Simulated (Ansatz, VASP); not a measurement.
One calculation of Si, two programs

```
CELL_PARAMETERS angstrom
0.00000 2.74907 2.74907
2.74907 0.00000 2.74907
2.74907 2.74907 0.00000
ATOMIC_POSITIONS crystal
Si 0.00000 0.00000 0.00000
Si 0.25000 0.25000 0.25000
```

Alike in both runs: task single point; functional r2SCAN; k mesh 6 × 6 × 6; no spin polarisation.

|  | VASP | Ansatz |
| --- | --- | --- |
| version | VASP 6.6.1 | Ansatz 0.2.0 |
| potentials or method | VASP PAW PBE potentials, release 64 (Si) | plane waves, PAW |
| plane-wave cutoff (eV) | 520 | 500 |
| occupations | gaussian, width 0.01 eV | fixed |
| valence electrons in the cell | 8 | 8 |

Ansatz gave:

```
gap on the k mesh at the Fermi level (eV) : 0.96
pressure (GPa)                            : -2.6
```

**Question.** What did VASP give for the same quantities?

**Answer.** gap on the k mesh at the Fermi level (eV): 0.97; pressure (GPa): -2.9.

Caveats: the PAW data sets were made with another functional, which shifts forces and pressure a little (VASP). A k mesh can miss the band edges. r2SCAN opens gaps a little over a GGA but as a rule still falls short of measured ones.
